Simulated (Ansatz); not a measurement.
Te in Ansatz: convergence with k mesh

Te:

```
Te
1.0
     4.45400    0.00000    0.00000
    -2.22700    3.85728    0.00000
     0.00000    0.00000    5.92400
Te
3
Direct
  0.72636 0.72628 0.99901
  0.00652 0.27843 0.67379
  0.27379 0.01099 0.33305
```

The cell isn't the ideal one: atoms moved at random, drawn with an rms of 0.05 Å.

| Quantity | Value |
| --- | --- |
| Program | Ansatz 0.2.0 |
| Task | convergence study |
| Functional | PBEsol |
| Potentials or basis | Ansatz PAW |
| Cutoff | 420 eV (not typed: the program's choice for these potentials) |
| k mesh | 2 × 2 × 2 |
| Occupations | gaussian, width 0.05 eV |
| Spin | no spin polarisation |

These are the settings of the first run; the series varies k mesh, with any setting tied to it.

Hardware: 2 threads of Intel(R) Xeon(R) Platinum 8488C (Sapphire Rapids), on a shared host.

```tsv
k mesh	energy less the tightest run, at zero smearing (meV/atom)	pressure (GPa)	largest force (eV/Å)	gap on the mesh (eV)	SCF cycles	CPU time (s)	peak memory (GiB)
2 × 2 × 2	246.90	0.32	0.933	0.423	7	1.1	0.38
3 × 3 × 2	68.79	-0.77	0.334	0.107	6	1.6	0.36
4 × 4 × 3	11.94	-1.15	0.190	0.638	6	3.9	0.4
5 × 5 × 4	2.67	-1.25	0.188	0.318	6	6.9	0.44
6 × 6 × 4	2.38	-1.25	0.188	0.115	6	10	0.47
8 × 8 × 5	-0.05	-1.28	0.189	0.500	6	24	0.64
10 × 10 × 6	0.05	-1.28	0.189	0.319	6	40	0.89
11 × 11 × 8	0.00	-1.28	0.189	0.237	6	64	1.2
```

Against the tightest run, the energy stays within 1 meV/atom from 8 × 8 × 5 on; the pressure stays within 0.1 GPa from 5 × 5 × 4 on; the largest force stays within 0.005 eV/Å from 4 × 4 × 3 on. Not settled before the last step: the gap on the mesh (to 0.01 eV). Meshes of other sizes hit other points, so gaps and Fermi surfaces needn't settle smoothly. The tightest run that finished is the yardstick and may itself not be fully converged.

Caveat, for the tightest run too: odd divisions of the mesh miss points on the zone boundary, where band edges often lie, so the gap on the mesh can be too wide; spin-orbit coupling is left out, which moves the levels of the heavy elements; the PAW data sets come from PBE, with cores solved anew for the run's functional, which leaves a small shift of forces and pressure.
